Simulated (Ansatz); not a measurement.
Crystal: AlN.

```
Al N
1.0
     0.00000    2.03452    2.03452
     2.03452    0.00000    2.03452
     2.03452    2.03452    0.00000
Al N
1 1
Cartesian
  2.0345 2.0345 2.0345
  0.0000 0.0000 0.0000
```

Measurements of this composition are mostly on another form, of space group No. 186.

| Quantity | Value |
| --- | --- |
| Program | Ansatz 0.2.0 |
| Task | relaxation of cell and atoms |
| Functional | PBEsol |
| Dispersion | D3(BJ) |
| Potentials or basis | Ansatz PAW |
| Cutoff | 420 eV (not typed: the program's choice for these potentials) |
| k mesh | 11 × 11 × 11 |
| Occupations | fermi-dirac, width 0.05 eV |
| Spin | no spin polarisation |

At the start: volume 8.42 Å³/atom.

Problem. Where does the relaxation end?

Solution. It ends after 7 steps and the volume is 8.10 Å³/atom (-3.8 %); space group Fm-3m (No. 225, to 0.05 Å).

Step by step:
```tsv
step	energy change (eV)	largest force (eV/Å)	volume (Å³)
1	0.0000	0.0000	16.84
2	-0.0158	0.0000	16.53
3	-0.0224	0.0000	16.20
4	-0.0223	0.0000	16.21
5	-0.0204	0.0000	16.21
6	-0.0205	0.0000	16.20
7	-0.0205	0.0000	16.20
```

Final structure:
```cif
data_structure
_symmetry_space_group_name_H-M 'P 1'
_symmetry_Int_Tables_number 1
_cell_length_a 2.8402
_cell_length_b 2.8402
_cell_length_c 2.8402
_cell_angle_alpha 60.000
_cell_angle_beta 60.000
_cell_angle_gamma 60.000
_cell_volume 16.20
loop_
_atom_site_label
_atom_site_type_symbol
_atom_site_fract_x
_atom_site_fract_y
_atom_site_fract_z
_atom_site_occupancy
Al1 Al 0.50000 0.50000 0.50000 1
N1 N 0.00000 0.00000 0.00000 1
```

Caveat: the plane-wave basis is chosen anew once the cell has moved, so the energies of steps on either side of that aren't comparable; the pressure holds a Pulay correction of +0.6 GPa for the finite cutoff; the PAW data sets come from PBE, with cores solved anew for the run's functional, which leaves a small shift of forces and pressure.
